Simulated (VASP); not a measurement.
# Tm: magnetic orders, part 2 of 3

Wanted: the lowest of several collinear orders of Tm. The start is a cell from a database of measured crystal structures.

VASP 6.6.1, plane waves and PAW; the level of theory is named at each step.

Still holding for the runs below: The magnetic state follows from one typed start and may not be the lowest. The k-mesh is coarse for a metal. Without U or exact exchange the f electrons of Tm come out too delocalised, which can shrink the cell and pin f bands at the Fermi level.

So far, largest spin moment in the PAW sphere (μB): step 2 (magnetic order, start order fm, signs ++++) 1.19.

### 3. Magnetic order, start order AFM 1, signs ++--

This step: PBE, spin-polarised, from moments of both signs; plane waves and PAW (Tm) (VASP 6.6.1).

Contents of INCAR:

```
SYSTEM = Tm
PREC = Accurate
ENCUT = 420
EDIFF = 1E-06
NELM = 150
ISMEAR = 0
SIGMA = 0.05
LREAL = .FALSE.
ALGO = Normal
GGA = PE
NBANDS = 59
ISPIN = 2
MAGMOM = 2 2 -2 -2
LMAXMIX = 6
AMIX = 0.2
BMIX = 1E-04
AMIX_MAG = 0.8
BMIX_MAG = 1E-04
LORBIT = 11
LWAVE = .FALSE.
LCHARG = .TRUE.
KPAR = 2
```

Contents of POSCAR:

```
Tm
1.0
    3.5375000000      0.0000000000      0.0000000000
   -1.7687500000      3.0635648659      0.0000000000
    0.0000000000      0.0000000000     11.1092000000
Tm
4
Direct
    0.6666666667      0.3333333333      0.3750000000
    0.6666666667      0.3333333333      0.8750000000
    0.3333333333      0.6666666667      0.1250000000
    0.3333333333      0.6666666667      0.6250000000
```

Contents of KPOINTS:

```
Automatic mesh
0
Gamma
6 6 2
0 0 0
```

Potentials, in the order of the species: Tm (PBE family, release 64).

Started as:

```
mpirun -np 2 vasp_std
```

What it wrote:

```text
[... set-up lines as in an earlier step ...]
 entering main loop
       N       E                     dE             d eps       ncg     rms          rms(c)
DAV:   1     0.104663715059E+04    0.10466E+04   -0.19811E+04  4681   0.769E+03
DAV:   2     0.304704840911E+03   -0.74193E+03   -0.66757E+03  5099   0.140E+03
DAV:   3     0.527151878613E+02   -0.25199E+03   -0.24343E+03  3939   0.347E+02
DAV:   4     0.229528544141E+01   -0.50420E+02   -0.48730E+02  5152   0.156E+02
DAV:   5    -0.110294684313E+02   -0.13325E+02   -0.13062E+02  6395   0.785E+01    0.195E+02
DAV:   6    -0.145440507079E+02   -0.35146E+01   -0.33266E+01  6552   0.540E+01    0.400E+01
DAV:   7    -0.157977544395E+02   -0.12537E+01   -0.64776E+00  6448   0.388E+01    0.290E+01
DAV:   8    -0.235321721999E+02   -0.77344E+01   -0.42600E+01  4584   0.102E+02    0.908E+01
DAV:   9    -0.214898228145E+02    0.20423E+01   -0.33117E+00  6560   0.224E+01    0.755E+01
DAV:  10    -0.172940543301E+02    0.41958E+01   -0.16308E+00  4288   0.423E+01    0.534E+01
DAV:  11    -0.154658224862E+02    0.18282E+01   -0.20112E+00  5256   0.369E+01    0.314E+01
DAV:  12    -0.153835938238E+02    0.82229E-01   -0.84743E-01  6128   0.102E+01    0.245E+01
DAV:  13    -0.154512928390E+02   -0.67699E-01   -0.27625E-01  6352   0.693E+00    0.202E+01
DAV:  14    -0.154039331512E+02    0.47360E-01   -0.11940E-01  5624   0.903E+00    0.154E+01
DAV:  15    -0.154150986322E+02   -0.11165E-01   -0.20394E-01  6384   0.567E+00    0.119E+01
DAV:  16    -0.153845136774E+02    0.30585E-01   -0.52732E-02  5776   0.641E+00    0.107E+01
DAV:  17    -0.153864183645E+02   -0.19047E-02   -0.23180E-01  5664   0.681E+00    0.726E+00
DAV:  18    -0.154309044020E+02   -0.44486E-01   -0.73154E-02  5992   0.568E+00    0.683E+00
DAV:  19    -0.154287813115E+02    0.21231E-02   -0.87140E-03  6120   0.964E-01    0.682E+00
DAV:  20    -0.154201269217E+02    0.86544E-02   -0.22524E-03  6079   0.133E+00    0.690E+00
DAV:  21    -0.154232266867E+02   -0.30998E-02   -0.93259E-03  5279   0.398E+00    0.656E+00
DAV:  22    -0.154148285993E+02    0.83981E-02   -0.13144E-02  5677   0.531E+00    0.574E+00
DAV:  23    -0.154008379730E+02    0.13991E-01   -0.29457E-02  5866   0.560E+00    0.380E+00
DAV:  24    -0.154073142230E+02   -0.64762E-02   -0.65509E-03  6280   0.152E+00    0.279E+00
DAV:  25    -0.154148444222E+02   -0.75302E-02   -0.40745E-03  5937   0.279E+00    0.175E+00
DAV:  26    -0.154169760788E+02   -0.21317E-02   -0.17306E-03  6208   0.103E+00    0.774E-01
DAV:  27    -0.154195250336E+02   -0.25490E-02   -0.27952E-03  5312   0.249E+00    0.560E-01
DAV:  28    -0.154196449362E+02   -0.11990E-03   -0.14860E-03  6080   0.143E+00    0.508E-01
DAV:  29    -0.154198874037E+02   -0.24247E-03   -0.86386E-04  6160   0.363E-01    0.444E-01
DAV:  30    -0.154198182720E+02    0.69132E-04   -0.21680E-04  6439   0.192E-01    0.402E-01
DAV:  31    -0.154197808604E+02    0.37412E-04   -0.35647E-05  6120   0.507E-02    0.377E-01
DAV:  32    -0.154197841798E+02   -0.33194E-05   -0.16211E-05  4668   0.139E-01    0.269E-01
DAV:  33    -0.154197330362E+02    0.51144E-04   -0.96006E-05  5497   0.441E-01    0.225E-01
DAV:  34    -0.154197548220E+02   -0.21786E-04   -0.15759E-04  5244   0.674E-01    0.119E-01
DAV:  35    -0.154197637448E+02   -0.89228E-05   -0.60046E-05  5816   0.113E-01    0.102E-01
DAV:  36    -0.154197682638E+02   -0.45190E-05   -0.62243E-06  3474   0.569E-02    0.115E-01
DAV:  37    -0.154197687340E+02   -0.47014E-06   -0.25277E-06  2241   0.572E-02
   1 F= -.15419769E+02 E0= -.15375792E+02  d E =-.879534E-01  mag=    -0.0000
```

The job ended after 5.1 min (2 MPI ranks of AMD EPYC 7R43, shared host; peak memory 0.57 GiB; 10 min of CPU time).

OUTCAR, selected parts (step 3):

```text
 Found     14 irreducible k-points:

   NELECT =      92.0000    total number of electrons

 E-fermi :   2.2233

 spin component 1
 k-point     1 :       0.0000    0.0000    0.0000
  band No.  band energies     occupation
    ...
     44       2.1573      0.96892
     45       2.1575      0.96870
     46       2.1674      0.94301
     47       2.1678      0.94174
     48       2.1678      0.94172
     49       3.6083      0.00000
     50       4.0860      0.00000
     51       4.1193      0.00000
     52       4.9823      0.00000
     53       4.9823      0.00000
    ...

 k-point     2 :       0.1667   -0.0000    0.0000
  band No.  band energies     occupation
    ...
     44       2.1343      0.99410
     45       2.1610      0.96088
     46       2.1673      0.94346
     47       2.1801      0.88885
     48       2.1827      0.87474
     49       3.1457      0.00000
     50       3.7197      0.00000
     51       3.7279      0.00000
     52       3.9959      0.00000
     53       4.6218      0.00000
    ...

 k-point     3 :       0.3333    0.0000    0.0000
  band No.  band energies     occupation
    ...
     43       2.1471      0.98442
     44       2.1709      0.93061
     45       2.1939      0.79692
     46       2.2043      0.70464
     47       2.2126      0.61880
     48       2.2294      0.43113
     49       2.4246      0.00000
     50       3.0093      0.00000
     51       3.1404      0.00000
     52       3.1643      0.00000
    ...

 k-point     4 :       0.5000    0.0000    0.0000
  band No.  band energies     occupation
    ...
     41       2.0924      0.99989
     42       2.1188      0.99844
     43       2.1696      0.93545
     44       2.1993      0.75098
     45       2.2230      0.50306
     46       2.2239      0.49318
     47       2.2262      0.46758
     48       2.2282      0.44485
     49       2.3070      0.00895
     50       2.6207      0.00000
    ...

  Total        1.0096822      1.0096822      3.2379275      0.0000000     -0.0000000      0.0000000
  in kB       13.4365867     13.4365867     43.0894937      0.0000000     -0.0000000      0.0000000
  external PRESSURE =      23.3208890 kB  Pullay stress =       0.0000000 kB

 POSITION                                       TOTAL-FORCE (eV/Angst)
 -----------------------------------------------------------------------------------
      1.76875      1.02119      4.16595        -0.000000     -0.000000      0.000000
      1.76875      1.02119      9.72055        -0.000000      0.000000      0.000000
     -0.00000      2.04238      1.38865         0.000000      0.000000      0.000000
     -0.00000      2.04238      6.94325         0.000000     -0.000000      0.000000
 -----------------------------------------------------------------------------------
    total drift:                                0.000000     -0.000000      0.000000

  FREE ENERGIE OF THE ION-ELECTRON SYSTEM (eV)
  ---------------------------------------------------
  free  energy   TOTEN  =       -15.4197687340 eV

  energy  without entropy=      -15.3318153252  energy(sigma->0) =      -15.37579203

 total charge
# of ion       s       p       d       f       tot
--------------------------------------------------
    1        2.220   5.941   0.412  12.517  21.090
    2        2.220   5.941   0.412  12.517  21.090
    3        2.220   5.941   0.412  12.517  21.090
    4        2.220   5.941   0.412  12.517  21.090
--------------------------------------------------
tot          8.878  23.764   1.648  50.067  84.358

 magnetization (x)
# of ion       s       p       d       f       tot
--------------------------------------------------
    1        0.004  -0.015   0.009   1.249   1.248
    2        0.004  -0.015   0.009   1.249   1.248
    3       -0.004   0.015  -0.009  -1.249  -1.248
    4       -0.004   0.015  -0.009  -1.249  -1.248
--------------------------------------------------
tot          0.000   0.000   0.000   0.000   0.000

[... 9 parts as in an earlier step ...]

[... 4 further parts left out ...]
```

Numbers from this step:

| Item | Value |
| --- | --- |
| electronic cycles | 37 |
| free energy (TOTEN) | -15.42 eV |
| energy at zero smearing | -15.38 eV |
| Fermi energy | 2.223 eV |

Spin moment in the PAW sphere by atom:

| atom | spin moment in the PAW sphere (μB) |
| --- | --- |
| Tm1 | 1.25 |
| Tm2 | 1.25 |
| Tm3 | -1.25 |
| Tm4 | -1.25 |

Spin density in the ac plane at fractional y = 0.333, with atoms of Tm within 0.2 Å of it.

Values in e/Å³, 24 rows by 14 columns, each cell a mean:
```
0.0 0.0 0.0 0.0 0.0 0.0 0.0 0.0 0.0 0.0 0.0 0.0 0.0 0.0
0.0 0.0 0.0 0.0 0.0 0.0 0.0 0.1 0.4 0.6 0.5 0.2 0.1 0.0
0.0 0.0 0.0 0.0 0.0 0.0 0.0 0.5 1.3 1.8 1.6 0.8 0.2 0.0
0.0 0.0 0.0 0.0 0.0 0.0 0.0 0.4 0.9 1.3 1.1 0.6 0.2 0.0
0.0 0.0 0.0 0.0 0.0 0.0 0.0 0.0 0.1 0.2 0.2 0.0 0.0 0.0
0.0 0.0 0.0 0.0 0.0 0.0 0.0 0.0 0.0 0.0 0.0 0.0 0.0 0.0
0.0 0.0 0.0 0.0 0.0 0.0 0.0 0.0 0.0 0.0 0.0 0.0 0.0 0.0
0.0 0.0 0.0 0.0 0.0 0.0 0.0 0.0 0.0 0.0 0.0 0.0 0.0 0.0
0.0 0.0 0.0 0.0 0.0 0.0 0.0 0.0 0.0 0.0 0.0 0.0 0.0 0.0
0.0 0.0 0.0 0.0 0.0 0.0 0.0 0.0 0.0 0.0 0.0 0.0 0.0 0.0
0.0 0.0 0.0 0.0 0.0 0.0 0.0 0.0 0.0 0.0 0.0 0.0 0.0 0.0
0.0 0.0 0.0 0.0 0.0 0.0 0.0 0.0 0.0 0.0 0.0 0.0 0.0 0.0
0.0 0.0 0.0 0.0 0.0 0.0 0.0 0.0 0.0 0.0 0.0 0.0 0.0 0.0
0.0 0.0 0.0 0.0 0.0 0.0 0.0 0.1 0.4 0.6 0.5 0.2 0.1 0.0
0.0 0.0 0.0 0.0 0.0 0.0 0.0 0.5 1.3 1.8 1.6 0.8 0.2 0.0
0.0 0.0 0.0 0.0 0.0 0.0 0.0 0.4 0.9 1.3 1.1 0.6 0.2 0.0
0.0 0.0 0.0 0.0 0.0 0.0 0.0 0.0 0.1 0.2 0.2 0.0 0.0 0.0
0.0 0.0 0.0 0.0 0.0 0.0 0.0 0.0 0.0 0.0 0.0 0.0 0.0 0.0
0.0 0.0 0.0 0.0 0.0 0.0 0.0 0.0 0.0 0.0 0.0 0.0 0.0 0.0
0.0 0.0 0.0 0.0 0.0 0.0 0.0 0.0 0.0 0.0 0.0 0.0 0.0 0.0
0.0 0.0 0.0 0.0 0.0 0.0 0.0 0.0 0.0 0.0 0.0 0.0 0.0 0.0
0.0 0.0 0.0 0.0 0.0 0.0 0.0 0.0 0.0 0.0 0.0 0.0 0.0 0.0
0.0 0.0 0.0 0.0 0.0 0.0 0.0 0.0 0.0 0.0 0.0 0.0 0.0 0.0
0.0 0.0 0.0 0.0 0.0 0.0 0.0 0.0 0.0 0.0 0.0 0.0 0.0 0.0
```
Columns run along a (3.5 Å), rows up along c (11.1 Å). Atoms in or near the plane, at fractional coordinates: Tm at (0.67, 0.37), Tm at (0.67, 0.87).

Valence density in the ac plane at fractional y = 0.333, with atoms of Tm within 0.2 Å of it. It is the smooth field of the valence electrons, not physical close to the nuclei.

Ten steps, logarithmic in the rise over the least value, from '0' (0 e/Å³) to '9' (20 e/Å³), each cell a mean:
```
00000001232210
00000135777642
10000258999863
00000147899863
00000013565421
00000000111000
00000000000000
01110000000000
12221000000000
11211000000000
00000000000000
00000000000000
00000001232210
00000135777642
10000258999863
00000147899863
00000013565421
00000000111000
00000000000000
01110000000000
12221000000000
11211000000000
00000000000000
00000000000000
```
Columns run along a (3.5 Å), rows up along c (11.1 Å). Atoms in or near the plane, at fractional coordinates: Tm at (0.67, 0.37), Tm at (0.67, 0.87).

The largest moment at the end is 1.25 μB, and the moments of the cell sum to 0.00 μB.

### 4. Magnetic order, start order AFM 2, signs +-+-

INCAR, as its differences from that of step 3:

```diff
@@ -12,3 +12,3 @@
 ISPIN = 2
-MAGMOM = 2 2 -2 -2
+MAGMOM = 2 -2 2 -2
 LMAXMIX = 6
@@ -20,3 +20,3 @@
 LWAVE = .FALSE.
-LCHARG = .TRUE.
+LCHARG = .FALSE.
 KPAR = 2
```

POSCAR is that of step 3.

KPOINTS is that of step 3.

Started as:

```
mpirun -np 2 vasp_std
```

What it wrote:

```text
[... set-up lines as in an earlier step ...]
 entering main loop
       N       E                     dE             d eps       ncg     rms          rms(c)
DAV:   1     0.104271397483E+04    0.10427E+04   -0.20131E+04  4697   0.769E+03
DAV:   2     0.305666318853E+03   -0.73705E+03   -0.66197E+03  5041   0.138E+03
DAV:   3     0.528217814922E+02   -0.25284E+03   -0.24435E+03  3955   0.352E+02
DAV:   4     0.199300551193E+01   -0.50829E+02   -0.49190E+02  5135   0.156E+02
[...]
DAV:  78    -0.154559719641E+02   -0.31539E-05   -0.28406E-06  2128   0.525E-02    0.417E-01
DAV:  79    -0.154559737633E+02   -0.17992E-05   -0.27685E-06  2317   0.212E-02    0.422E-01
DAV:  80    -0.154559734150E+02    0.34838E-06   -0.49484E-06  1850   0.734E-02
   1 F= -.15455973E+02 E0= -.15414170E+02  d E =-.836073E-01  mag=    -0.0000
```

It took 9.9 min on 2 MPI ranks; peak memory 0.58 GiB.

From OUTCAR (step 4):

```text
  Total        1.1496605      1.1496605      3.1504269      0.0000000      0.0000000      0.0000000
  in kB       15.2993819     15.2993819     41.9250580      0.0000000      0.0000000      0.0000000
  external PRESSURE =      24.1746073 kB  Pullay stress =       0.0000000 kB

 POSITION                                       TOTAL-FORCE (eV/Angst)
 -----------------------------------------------------------------------------------
      1.76875      1.02119      4.16595        -0.000000      0.000000     -0.026467
      1.76875      1.02119      9.72055        -0.000000      0.000000     -0.026467
     -0.00000      2.04238      1.38865         0.000000      0.000000      0.026467
     -0.00000      2.04238      6.94325         0.000000      0.000000      0.026467
 -----------------------------------------------------------------------------------
    total drift:                               -0.000000      0.000000     -0.000000

  FREE ENERGIE OF THE ION-ELECTRON SYSTEM (eV)
  ---------------------------------------------------
  free  energy   TOTEN  =       -15.4559734150 eV

  energy  without entropy=      -15.3723661323  energy(sigma->0) =      -15.41416977

 magnetization (x)
# of ion       s       p       d       f       tot
--------------------------------------------------
    1        0.003  -0.029  -0.027   1.256   1.204
    2       -0.003   0.029   0.027  -1.256  -1.204
    3        0.003  -0.029  -0.027   1.256   1.204
    4       -0.003   0.029   0.027  -1.256  -1.204
--------------------------------------------------
tot          0.000   0.000   0.000   0.000   0.000

[... 2 parts as in an earlier step ...]

[... 1 further part left out ...]
[key lines of the parts left out:]
E-fermi :   2.2206
```

EDIFF was met while the residual of the charge density, rms(c), still stood at 0.04, so the density had not settled and the numbers of this run are doubtful.

The largest moment at the end is 1.20 μB, and the moments of the cell sum to 0.00 μB.

### 5. Magnetic order, start order ferri 3, signs +++-

INCAR, as its differences from that of step 4:

```diff
@@ -12,3 +12,3 @@
 ISPIN = 2
-MAGMOM = 2 -2 2 -2
+MAGMOM = 2 2 2 -2
 LMAXMIX = 6
```

POSCAR is that of step 4.

KPOINTS is that of step 4.

Started as:

```
mpirun -np 2 vasp_std
```

What it wrote:

```text
[... set-up lines as in an earlier step ...]
 entering main loop
       N       E                     dE             d eps       ncg     rms          rms(c)
DAV:   1     0.105272375915E+04    0.10527E+04   -0.19874E+04  4694   0.770E+03
DAV:   2     0.302297311931E+03   -0.75043E+03   -0.67574E+03  5178   0.141E+03
DAV:   3     0.511865392264E+02   -0.25111E+03   -0.24234E+03  4003   0.344E+02
DAV:   4     0.109203937382E+01   -0.50094E+02   -0.48457E+02  5299   0.154E+02
[...]
DAV:   8    -0.286679712093E+03   -0.99246E+01   -0.33338E+02  6324   0.191E+02    0.755E+02
DAV:   9    -0.326060839645E+03   -0.39381E+02   -0.11288E+02  6568   0.832E+01    0.607E+02
DAV:  10    -0.576748079656E+02    0.26839E+03   -0.11551E+02  5274   0.380E+02    0.464E+02
[... 130 further cycles ...]
DAV: 141    -0.158024714426E+02    0.61426E+00   -0.13103E-01  5813   0.102E+01    0.324E+01
DAV: 142    -0.161742782157E+02   -0.37181E+00   -0.27927E-01  5824   0.941E+00    0.368E+01
DAV: 143    -0.160677930569E+02    0.10649E+00   -0.32115E-02  5864   0.574E+00    0.378E+01
DAV: 144    -0.160620863499E+02    0.57067E-02   -0.18650E-02  6264   0.345E+00    0.388E+01
[...]
DAV: 148    -0.165614521223E+02   -0.13268E+00   -0.86073E-03  6056   0.309E+00    0.422E+01
DAV: 149    -0.165807104844E+02   -0.19258E-01   -0.15954E-03  6397   0.131E+00    0.423E+01
DAV: 150    -0.165769967995E+02    0.37137E-02   -0.83497E-04  6464   0.591E-01
 -----------------------------------------------------------------------------
|                                                                             |
|           W    W    AA    RRRRR   N    N  II  N    N   GGGG   !!!           |
|           W    W   A  A   R    R  NN   N  II  NN   N  G    G  !!!           |
|           W    W  A    A  R    R  N N  N  II  N N  N  G       !!!           |
|           W WW W  AAAAAA  RRRRR   N  N N  II  N  N N  G  GGG   !            |
|           WW  WW  A    A  R   R   N   NN  II  N   NN  G    G                |
|           W    W  A    A  R    R  N    N  II  N    N   GGGG   !!!           |
|                                                                             |
|     The electronic self-consistency was not achieved in the given           |
|     number of steps (NELM). The forces and other quantities evaluated       |
|     might not be reliable so examine the results carefully. If you find     |
|     spurious results, we suggest increasing NELM, if you were close to      |
|     convergence or switching to a different ALGO or adjusting the           |
|     density mixing parameters otherwise.                                    |
|                                                                             |
 -----------------------------------------------------------------------------

   1 F= -.16576997E+02 E0= -.16563712E+02  d E =-.265696E-01  mag=     0.0012
```

Run time: 18 min. Hardware: 2 MPI ranks; peak memory 0.59 GiB.

Parts of OUTCAR (step 5):

```text
 spin component 1
 k-point     1 :       0.0000    0.0000    0.0000
  band No.  band energies     occupation
    ...
     43       2.3021      1.00000
     44       2.3947      0.99999
     45       2.3948      0.99999
     46       2.4055      0.99998
     47       2.4061      0.99997
     48       2.6655      0.00051
     49       3.5550      0.00000
     50       4.0538      0.00000
     51       4.0966      0.00000
     52       4.9642      0.00000
    ...

 k-point     2 :       0.1667   -0.0000    0.0000
  band No.  band energies     occupation
    ...
     43       2.3046      1.00000
     44       2.3407      1.00000
     45       2.3442      1.00000
     46       2.3919      1.00000
     47       2.4094      0.99996
     48       2.6714      0.00028
     49       3.1087      0.00000
     50       3.6783      0.00000
     51       3.7291      0.00000
     52       4.0336      0.00000
    ...

  Total       25.8420226     25.8420226   -245.9712675      0.0000000     -0.0000000      0.0000000
  in kB      343.8988875    343.8988875  -3273.3213805      0.0000000     -0.0000000      0.0000000
  external PRESSURE =    -861.8412019 kB  Pullay stress =       0.0000000 kB

 POSITION                                       TOTAL-FORCE (eV/Angst)
 -----------------------------------------------------------------------------------
      1.76875      1.02119      4.16595         0.000000     -0.000000     -2.889974
      1.76875      1.02119      9.72055         0.000000     -0.000000      2.889974
     -0.00000      2.04238      1.38865         0.000000      0.000000     -0.000000
     -0.00000      2.04238      6.94325        -0.000000      0.000000     -0.000000
 -----------------------------------------------------------------------------------
    total drift:                               -0.000798      0.000461      0.000000

  FREE ENERGIE OF THE ION-ELECTRON SYSTEM (eV)
  ---------------------------------------------------
  free  energy   TOTEN  =       -16.5769967995 eV

  energy  without entropy=      -16.5504272172  energy(sigma->0) =      -16.56371201

 magnetization (x)
# of ion       s       p       d       f       tot
--------------------------------------------------
    1       -0.003   0.028   0.033  -0.373  -0.315
    2       -0.003   0.028   0.033  -0.373  -0.315
    3        0.003   0.001   0.051   0.097   0.152
    4        0.003  -0.012   0.006   3.221   3.218
--------------------------------------------------
tot          0.000   0.045   0.123   2.572   2.740

[... 9 parts as in an earlier step ...]

[... 15 further parts left out ...]
[key lines of the parts left out:]
E-fermi :   2.5494
```

The electronic loop did not meet EDIFF within NELM cycles, so this run is left out of the comparison.

[end of part 2 of 3]

[Lines on the potential files, build, host, timing and source positions are cut from VASP's logs without a mark.]

[Logs are printed without paths, hosts, clocks, repeated set-up lines and the standing remarks that a program may print on its own settings, such as how far it seeks lower states.]

[Hosts, paths, dates, database ids (printed as entryN), source tags and the programs' standing remarks are cut or masked in the printed files.]

[In band tables of VASP the shares of atoms and orbitals are scaled to a sum of 1 inside the atoms' spheres.]

[Runs that stopped without an error message from VASP are left out.]
